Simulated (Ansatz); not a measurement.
FeO (Wuestite) under changes of volume

One of the cells (10.013 Å³/atom); the others are scaled copies at fixed shape and fractional positions:

```
Fe O
1.0
     0.00000    2.15540    2.15540
     2.15540    0.00000    2.15540
     2.15540    2.15540    0.00000
Fe O
1 1
Direct
  0.00000 0.00000 0.00000
  0.50000 0.50000 0.50000
```

```yaml
Program: Ansatz 0.2.0
Functional: revPBE
Potentials_or_basis: Ansatz PAW
Cutoff: "420 eV (not typed: the program's choice for these potentials)"
k_mesh: 11 × 11 × 11
Occupations: fermi-dirac, width 0.05 eV
Spin: collinear spin, ferromagnetic start
Starting_moments: "[3.0, 0.0] μB"
```

```tsv
volume (Å³/atom)	energy over the lowest point (meV/atom)	pressure (GPa)
9.413	40.41	17.3
9.613	?	?
9.813	9.62	7.8
10.013	2.49	3.9
10.214	0.00	0.3
10.414	1.80	-3.0
10.614	7.49	-5.8
```

**Question.** What does the run at 9.613 Å³/atom give?

**Answer.** Energy over the lowest point 22.05 meV/atom; pressure 12.3 GPa.

Worked out: A Birch-Murnaghan fit of order 3 (a polynomial in V^(-2/3)) to the other rows has its minimum at 10.22 Å³/atom with B0 = V·E''(V) = 173 GPa and B' = 4.4. It gives 22.10 meV/atom at 9.613 Å³/atom, against the run's 22.05, and -dE/dV = 12.2 GPa, against 12.3.

Energies are extrapolated to zero smearing.

Caveats: a cell with one magnetic atom can't hold antiferromagnetic order, which such compounds often take; the PAW data sets come from PBE, with cores solved anew for the run's functional, which leaves a small shift of forces and pressure.
